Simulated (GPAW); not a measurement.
Here is a GPAW 26.7.0 calculation.

Contents of run.py:

```python
import json
import numpy as np
from ase.dft.bandgap import bandgap
from ase.io import read, write
from gpaw import GPAW, PW
from gpaw.response.g0w0 import G0W0

atoms = read('Si.xyz')

calc = GPAW(mode=PW(400),
            xc='PBE',
            kpts={'size': (5, 5, 5), 'gamma': True},
            occupations={'name': 'fermi-dirac', 'width': 0.001},
            nbands=11,
            convergence={'density': 1e-06},
            maxiter=150,
            txt='gpaw.txt')
atoms.calc = calc
energy = atoms.get_potential_energy()
calc.write('gs.gpw')
write('result.traj', atoms)
print(f'Energy: {energy:.6f} eV')
print('Fermi level:', round(calc.get_fermi_level(), 4), 'eV')
print(f'Gap: {bandgap(calc)[0]:.4f} eV, direct: {bandgap(calc, direct=True)[0]:.4f} eV')

calc.diagonalize_full_hamiltonian(nbands=95)
calc.write('full.gpw', mode='all')

ibz = calc.get_ibz_k_points()
gap, vbm, cbm = bandgap(calc, output=None)
gap, direct, _ = bandgap(calc, direct=True, output=None)
gamma = int(np.abs(ibz).sum(1).argmin())
kpts = sorted({gamma, vbm[1], cbm[1], direct[1]})
gw = G0W0(calc='full.gpw',
          filename='gw',
          ecut=100,
          ecut_extrapolation=True,
          relbands=(-2, 2),
          kpts=kpts,
          integrate_gamma='WS',
          ppa=True)
gw.calculate()
results = {mode: {key: np.asarray(r[key]).tolist() for key in ['f', 'eps', 'vxc', 'exx', 'sigma', 'Z', 'qp', 'sigma_eskn']}
           for mode, r in gw.all_results.items()}
json.dump({'kpts': ibz[kpts].tolist(), 'results': results}, open('gw.json', 'w'))
for mode, r in results.items():
    f, qp = np.array(r['f']), np.array(r['qp'])
    print(mode, 'quasiparticle energies (eV):')
    print(qp.round(3))
    print(mode, 'gap:', round(qp[f < 0.5].min() - qp[f > 0.5].max(), 4), 'eV')
```

The input Si.xyz:

```xyz
2
Lattice="0.0000000000 2.7218511865 2.7218511865 2.7218511865 0.0000000000 2.7218511865 2.7218511865 2.7218511865 0.0000000000" Properties=species:S:1:pos:R:3 pbc="T T T"
Si     2.7218511865      2.7218511865      2.7218511865
Si     4.0827767798      4.0827767798      4.0827767798
```

Potentials or basis: GPAW PAW data sets (gpaw-data 1.2.1), pw.

Launch:

```console
$ OMP_NUM_THREADS=1 python run.py
```

**Question.** Estimate the quasiparticle gap.

**Answer.** 1.12 eV.

**Question.** Estimate the least direct quasiparticle gap.

**Answer.** 3.23 eV.

**Question.** What does it give for the band gap on the k mesh, mean-field level?

**Answer.** 0.58 eV, indirect (least direct gap 2.55 eV).

Caveat: the k mesh is coarse; the quasiparticle gap is taken among the few k points that were corrected; the long-wavelength limit can be off by a per cent or two; an odd mesh through Γ misses points on the zone boundary, where band edges often lie.
